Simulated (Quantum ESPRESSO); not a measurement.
# PbS in Quantum ESPRESSO: convergence with k mesh

Crystal: PbS.

```
Pb S
1.0
     2.07995   -5.99130    0.00000
     2.07995    5.99130    0.00000
     0.00000    0.00000    4.27932
Pb S
2 2
Cartesian
  2.0800 4.4268 1.0698
  2.0800 -4.4268 3.2095
  2.0800 1.7399 1.0698
  2.0800 -1.7399 3.2095
```

Measurements of this composition are mostly on another form, of space group No. 225.

| Item | Value |
| --- | --- |
| Program | Quantum ESPRESSO 7.5 |
| Task | single point |
| Functional | PBE |
| Potentials or basis | GBRV 1.5 PBE |
| Cutoff | 612 eV |
| Density cutoff | 4898 eV |
| k mesh | 1 × 1 × 1 |
| Occupations | fermi-dirac, width 0.136 eV |
| Spin | no spin polarisation |

These are the settings of the first run; the series varies k mesh, with any setting tied to it.

Hardware: 1 thread of Arm Neoverse V1, with other jobs on the host.

Task: The values tried are 1 × 1 × 1, 2 × 2 × 2, 3 × 3 × 2, 4 × 4 × 3, 4 × 4 × 4, 5 × 5 × 4, 6 × 6 × 5, 7 × 7 × 6, 8 × 8 × 7, loosest first. From which on does the pressure stay within 0.1 GPa of the tightest run that finished?

Result: From 4 × 4 × 3 on.

```tsv
k mesh	energy less the tightest run, at zero smearing (meV/atom)	pressure (GPa)	largest force (eV/Å)	gap on the mesh (eV)	SCF cycles	CPU time (s)	peak memory (GiB)
1 × 1 × 1	-294.31	0.31	2.105	5.040	12	26	0.33
2 × 2 × 2	203.03	2.29	0.760	1.216	11	42	0.34
3 × 3 × 2	37.70	1.09	0.068	1.732	11	48	0.34
4 × 4 × 3	-3.25	0.84	0.169	1.223	10	62	0.35
4 × 4 × 4	-3.31	0.79	0.058	1.298	10	85	0.36
5 × 5 × 4	-1.62	0.86	0.073	1.308	10	100	0.37
6 × 6 × 5	0.46	0.89	0.098	1.161	10	140	0.39
7 × 7 × 6	-0.34	0.89	0.094	1.260	10	220	0.43
8 × 8 × 7	0.00	0.89	0.092	1.213	10	280	0.46
```

Against the tightest run, the energy stays within 1 meV/atom from 6 × 6 × 5 on; the largest force stays within 0.005 eV/Å from 7 × 7 × 6 on. Not settled before the last step: the gap on the mesh (to 0.01 eV). Meshes of other sizes hit other points, so gaps and Fermi surfaces needn't settle smoothly. The tightest run that finished is the yardstick and may itself not be fully converged.

Caveat, for the tightest run too: spin-orbit coupling is left out, which as a rule narrows the gap of such compounds by several tenths of an eV; an odd mesh through Γ misses points on the zone boundary, where band edges often lie.
